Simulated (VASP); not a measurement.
# MoH6 (P-3m1) in VASP: further runs, part 2 of 2

VASP 6.6.1.

## Step 4: Single point, r2SCAN

This run uses another cell than the first one, of 10.63 Å³/atom, 1.161 times its volume.

Contents of INCAR:

```
ALGO = Normal
EDIFF = 1E-6
ENCUT = 520
ISIF = 2
ISMEAR = 0
KPAR = 8
LASPH = T
LCHARG = F
LMIXTAU = T
LREAL = F
LWAVE = F
METAGGA = R2SCAN
NELM = 150
PREC = Accurate
SIGMA = 0.1
```

Contents of KPOINTS:

```
k-points
0
Gamma
  12 12 4
```

Contents of POSCAR:

```
MoH6                                    
1.0
    2.7802268430      0.0000000000     -0.0000000000
   -1.3901134215      2.4077470750      0.0000000000
   -0.0000000000      0.0000000000     11.1139221435
  H               Mo            
     6     1
Direct
     0.6666666699999979    0.3333333300000021    0.9009574840120987
     0.3333333300000021    0.6666666699999979    0.0990425159879014
     0.3333333300000021    0.6666666699999979    0.3426799523881167
     0.3333333300000021    0.6666666699999979    0.4098768940614524
     0.6666666699999979    0.3333333300000021    0.6573200476118835
     0.6666666699999979    0.3333333300000021    0.5901231059385550
     1.0000000000000000    0.0000000000000000    0.0000000000000000
```

The run is started by

```console
$ cat potpaw_PBE.64/H/POTCAR potpaw_PBE.64/Mo_sv/POTCAR > POTCAR
$ mpirun -np 8 vasp_std > vasp.out
```

It took 83 s on 8 MPI ranks of Intel Xeon Platinum 8488C (Sapphire Rapids), shared host; peak memory 0.3 GiB.

The run converged. Its results:

```yaml
Free_energy: -45.7374 eV
Pressure: -1.0 GPa
Largest_force: 0.250 eV/Å
Band_gap_on_the_k_mesh: none (metal or under the smearing width)
```

Forces in eV/Å, atoms in the order of the input:
```
H    0.000  0.000 -0.004
H    0.000  0.000  0.004
H    0.000  0.000  0.246
H    0.000  0.000 -0.250
H    0.000  0.000 -0.246
H    0.000  0.000  0.250
Mo   0.000  0.000  0.000
```

Stress tensor (GPa, compression positive):
```
-0.95  0.00  0.00
 0.00 -0.95  0.00
 0.00  0.00 -1.14
```

Levels at points of the mesh, in eV from the Fermi level:
```
           k point  band 6  band 7  band 8  band 9  band 10  band 11  band 12  band 13  band 14
(0.00, 0.00, 0.00)   -7.38   -6.58   -4.75   -2.92    -1.00    -1.00     2.07     2.07     3.49
(0.50, 0.00, 0.00)   -5.13   -4.85   -3.97   -3.36     0.07     0.93     4.12     4.97     6.50
(0.00, 0.00, 0.50)   -7.42   -6.51   -4.80   -2.89    -1.00    -1.00     2.07     2.07     3.49
(0.50, 0.00, 0.50)   -5.11   -4.86   -3.98   -3.35     0.07     0.93     4.12     4.99     6.43
```

Caveat: the PAW data sets were made with another functional, which shifts forces and pressure a little.

## Step 5: Relaxation of cell and atoms, PBE

This run uses another cell than the first one, of 6.88 Å³/atom, 0.752 times its volume.

Contents of INCAR:

```
PREC = Accurate
ENCUT = 520
EDIFF = 1E-6
ISMEAR = 0
SIGMA = 0.03
LREAL = False
LASPH = True
NELM = 120
ALGO = Normal
ISIF = 3
LWAVE = False
LCHARG = False
GGA = PE
IBRION = 2
NSW = 90
EDIFFG = -0.01
KPAR = 8
```

Contents of KPOINTS:

```
Automatic mesh
0
Gamma
  8 8 8
```

Contents of POSCAR:

```
MoH6
1.0
    2.4198781200      1.3971172800      2.3740000000
   -2.4198781200      1.3971172800      2.3740000000
    0.0000000000     -2.7942345700      2.3740000000
H Mo
6 1
Direct
    0.6754536800      0.2654745100      0.2654745100
    0.2654745100      0.6754536800      0.2654745100
    0.2654745100      0.2654745100      0.6754536800
    0.5588375300      0.9712130800      0.9712130800
    0.9712130800      0.9712130800      0.5588375300
    0.9712130800      0.5588375300      0.9712130800
    0.0292052800      0.0292052800      0.0292052800
```

The run is started by

```console
$ cat potpaw_PBE.64/H/POTCAR potpaw_PBE.64/Mo_sv/POTCAR > POTCAR
$ mpirun -np 8 vasp_std > vasp.out
```

Run time: 4.2 min. Hardware: 8 MPI ranks of Intel Xeon Platinum 8488C (Sapphire Rapids), shared host; peak memory 0.2 GiB.

The run converged. Its results:

| Item | Value |
| --- | --- |
| Free energy | -29.0772 eV |
| Relaxed volume | 5.67 Å³/atom |
| Relaxed cell | a = 3.421 Å, b = 3.421 Å, c = 3.421 Å, α = 94.27°, β = 94.27°, γ = 94.27° |
| Space group after relaxing (to 0.05 Å) | R3m (No. 160) |
| Energy gained by relaxing | 31.5 meV/atom |
| Ionic steps | 42 |
| Pressure after relaxing | 0.0 GPa |
| Largest force after relaxing | 0.008 eV/Å |
| Band gap on the k mesh | 0.87 eV, indirect (least direct gap 0.92 eV) |

Forces on the atoms (eV/Å):
```
H    0.000  0.000 -0.003
H    0.000  0.000 -0.003
H    0.000  0.000 -0.003
H   -0.001  0.000  0.000
H    0.000  0.001  0.000
H    0.001  0.000  0.000
Mo   0.000  0.000  0.008
```

Stress tensor (GPa, compression positive):
```
-0.06  0.00  0.00
 0.00 -0.06  0.00
 0.00  0.00  0.22
```

Step by step:
| step | energy change (eV) | largest force (eV/Å) | pressure (GPa) | volume (Å³) |
| --- | --- | --- | --- | --- |
| 1 | 0.0000 | 0.0952 | -1.88 | 48.16 |
| 3 | -0.0059 | 0.0937 | 0.05 | 47.44 |
| 5 | -0.0175 | 0.3004 | 0.63 | 46.59 |
| 7 | -0.0230 | 0.8287 | 1.72 | 45.29 |
| 9 | -0.0286 | 0.7957 | 1.76 | 45.01 |
| 11 | -0.0503 | 0.7322 | 1.98 | 43.87 |
| 13 | -0.1076 | 1.4846 | 4.58 | 39.24 |
| 15 | -0.1417 | 0.5772 | 3.18 | 38.14 |
| 17 | -0.1698 | 0.2420 | 1.19 | 38.95 |
| 19 | -0.1771 | 0.2012 | 0.56 | 39.36 |
| 21 | -0.1975 | 0.4404 | 0.94 | 40.35 |
| 23 | -0.2051 | 0.0975 | -0.21 | 40.89 |
| 25 | -0.2087 | 0.0761 | -0.17 | 40.96 |
| 27 | -0.2115 | 0.1559 | -0.25 | 41.06 |
| 29 | -0.2131 | 0.0600 | -0.66 | 41.04 |
| 31 | -0.2179 | 0.0934 | -0.58 | 40.55 |
| 33 | -0.2189 | 0.1661 | -0.45 | 40.22 |
| 35 | -0.2199 | 0.0357 | -0.44 | 39.99 |
| 37 | -0.2201 | 0.0216 | -0.23 | 39.92 |
| 39 | -0.2203 | 0.0250 | 0.12 | 39.76 |
| 41 | -0.2205 | 0.0172 | 0.03 | 39.68 |
| 42 | -0.2205 | 0.0084 | 0.03 | 39.68 |

Final structure:
```
CELL_PARAMETERS angstrom
2.50731 1.44760 1.82196
-2.50731 1.44760 1.82196
0.00000 -2.89519 1.82196
ATOMIC_POSITIONS crystal
H 0.68828 0.28759 0.28759
H 0.28759 0.68828 0.28759
H 0.28759 0.28759 0.68828
H 0.58899 0.90721 0.90721
H 0.90721 0.90721 0.58899
H 0.90721 0.58899 0.90721
Mo 0.07000 0.07000 0.07000
```

Levels at points of the mesh, in eV from the valence-band top:
```
           k point  band 8  band 9  band 10  band 11  band 12  band 13
(0.00, 0.00, 0.00)   -1.99   -1.00    -1.00     1.28     1.80     1.80
(0.50, 0.00, 0.00)   -3.75   -1.60     0.00     0.92     2.57     3.21
(0.50, 0.50, 0.00)   -5.00   -2.24    -0.82     1.18     1.33     3.89
(0.50, 0.50, 0.50)   -3.31   -3.14    -3.14     1.35     1.35     4.17
```

Caveat: the volume moved by over 15 % at a fixed basis, so the end points are rough.

## Step 6: Overview

```csv
task,level,cell,k mesh,smearing,gap on the mesh (eV),pressure (GPa),relaxed volume (Å³/atom),largest force (eV/Å)
relaxation of cell and atoms,PBE,relaxed,12 × 12 × 4,gaussian 0.1 eV,none,0.0,10.63,-
single point,r2SCAN,"P-3m1, 10.63 Å³/atom",12 × 12 × 4,gaussian 0.1 eV,none,-1.0,-,0.25
relaxation of cell and atoms,PBE,relaxed,8 × 8 × 8,gaussian 0.03 eV,0.87,0.0,5.67,0.01
```

Alike in all rows: potentials or basis VASP PAW PBE potentials, release 64 (H, Mo_sv); no spin polarisation; cutoff (eV) 520.

Caveats: the PAW data sets were made with another functional, which shifts forces and pressure a little (some runs); the volume moved by over 15 % at a fixed basis, so the end points are rough (some runs).

Absolute energies hang on the potentials; compare differences alone.
